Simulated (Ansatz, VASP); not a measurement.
**Au: VASP beside Ansatz**

File INCAR:

```
PREC = Accurate
ENCUT = 520
EDIFF = 1E-7
ISMEAR = 0
SIGMA = 0.1
LREAL = F
LASPH = T
NELM = 100
ALGO = Fast
ISIF = 2
LWAVE = F
LCHARG = F
GGA = PE
NBANDS = 30
```

KPOINTS

```
regular mesh
0
Gamma
  14 8 10
```

The input POSCAR:

```
Au
1.0
    2.8654213454      0.0000000000      0.0000000000
    0.0000000000      5.1407620763      0.0000000000
    0.0000000000      0.0000000000      4.8921328885
Au
4
Direct
    0.0000000000      0.3360485562      0.7500000000
    0.5000000000      0.1639514438      0.2500000000
    0.5000000000      0.8360485562      0.7500000000
    0.0000000000      0.6639514438      0.2500000000
```

Input for Ansatz:

```yaml
crystal:
  lattice:
    - [2.8654213453, 0.0, 0.0]
    - [0.0, 5.1407620761, 0.0]
    - [0.0, 0.0, 4.8921328889]
  atoms:
    - { symbol: Au, position: [0.0, 0.3360485564, 0.75] }
    - { symbol: Au, position: [0.5, 0.1639514436, 0.25] }
    - { symbol: Au, position: [0.5, 0.8360485564, 0.75] }
    - { symbol: Au, position: [0.0, 0.6639514436, 0.25] }
basis:
  ecutwfc: 420
kpoints:
  mp_grid: { grid: [14, 8, 10] }
hamiltonian:
  xc: pbe
scf:
  occupations: { method: gaussian, width: 0.1 }
output:
  forces: true
  stress: true
  eigenvalues: true
```

Alike in both runs: task single point; functional PBE; k mesh 14 × 8 × 10; occupations gaussian, width 0.1 eV; no spin polarisation.

|  | VASP | Ansatz |
| --- | --- | --- |
| version | VASP 6.6.1 | Ansatz 0.2.0 |
| potentials or method | VASP PAW PBE potentials, release 64 (Au) | scalar-relativistic, plane waves, PAW |
| plane-wave cutoff (eV) | 520 | 420 |
| valence electrons in the cell | 44 | 76 |

|  | VASP | Ansatz | Ansatz less VASP |
| --- | --- | --- | --- |
| gap on the k mesh at the Fermi level (eV) | none | none | - |
| pressure (GPa) | -0.2 | 0.0 | +0.23 |
| largest component of the traceless stress (GPa) | 0.21 | 0.20 | -0.006 |

A gap of «none» marks a metal or a gap that the smearing closes. With one functional, cell and mesh, what is left measures potentials, basis and numerics. The two sets of potentials don't hold the same shells in valence.

The runs have no spin-orbit coupling, so splittings on Au are missing.
